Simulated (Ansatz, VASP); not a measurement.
Given: the input of a run of Ansatz 0.2.0 on Bi.

Contents of input.yaml:

```yaml
crystal:
  lattice:
    - [2.3119720748, 1.3348176998, 4.0152352947]
    - [-2.3119720748, 1.3348176998, 4.0152352947]
    - [0.0, -2.6696353996, 4.0152352947]
  atoms:
    - { symbol: Bi, position: [0.766, 0.766, 0.766] }
    - { symbol: Bi, position: [0.234, 0.234, 0.234] }
hamiltonian:
  xc: pbe
  pseudopotentials: { kind: paw }
kpoints:
  mp_grid: { grid: [7, 7, 7] }
scf:
  occupations: { method: fermi_dirac, width: 0.05 }
output:
  forces: true
  stress: true
  eigenvalues: true
```

Potentials or basis: Ansatz PAW.

Launch:

```sh
$ ansatz run input.yaml --threads 1 --pin off --max-ram 3584MiB --backend cpu --events-out ev --progress --plain --runs-dir out
```

**Question.** Set up the same calculation for VASP 6.6.1. Potentials there: VASP PAW PBE potentials, release 64 (Bi_d).

**Answer.** As run (the cutoff follows the program's own potentials):

File INCAR:

```
SYSTEM = Bi
PREC     = Accurate       ! precision mode
ENCUT    = 520            ! plane-wave cutoff, eV
EDIFF    = 1E-7           ! SCF threshold, eV
ISMEAR   = -1             ! smearing method
SIGMA    = 0.05           ! smearing width, eV
LREAL    = .False.        ! projectors in reciprocal space
LASPH    = .True.         ! aspherical terms in the spheres
NELM     = 100            ! most SCF steps
ALGO     = Normal         ! electronic algorithm
ISIF     = 2              ! what is computed and relaxed
LWAVE    = .False.        ! write WAVECAR
LCHARG   = .False.        ! write CHGCAR
GGA      = PE             ! functional
NBANDS   = 22             ! bands
```

File KPOINTS:

```
Automatic mesh
0
Gamma
  7 7 7
  0 0 0
```

File POSCAR:

```
Bi
1.0
    2.3119720748      1.3348176998      4.0152352947
   -2.3119720748      1.3348176998      4.0152352947
    0.0000000000     -2.6696353996      4.0152352947
Bi
2
Direct
    0.7660000000      0.7660000000      0.7660000000
    0.2340000000      0.2340000000      0.2340000000
```

Potentials or basis: VASP PAW PBE potentials, release 64 (Bi_d).

The run is started by

```bash
$ cat potpaw_PBE.64/Bi_d/POTCAR > POTCAR
$ mpirun -np 1 vasp_std > vasp.out
```

Both were run:

|  | VASP | Ansatz | Ansatz less VASP |
| --- | --- | --- | --- |
| gap on the k mesh at the Fermi level (eV) | 0.24 | 0.24 | -0.001 |
| least direct gap on the mesh (eV) | 0.49 | 0.50 | +0.002 |
| pressure (GPa) | -0.7 | -0.6 | +0.05 |
| largest component of the traceless stress (GPa) | 0.15 | 0.16 | +0.002 |
| rms of the force components (eV/Å) | 0.028 | 0.031 | +0.0037 |

Atom by atom the forces differ by 0.004 eV/Å (rms over components).

Caveats: spin-orbit coupling is left out, which as a rule narrows the gap of such compounds by several tenths of an eV; an odd mesh through Γ misses points on the zone boundary, where band edges often lie (VASP); odd divisions of the mesh miss points on the zone boundary, where band edges often lie, so the gap on the mesh can be too wide (Ansatz).
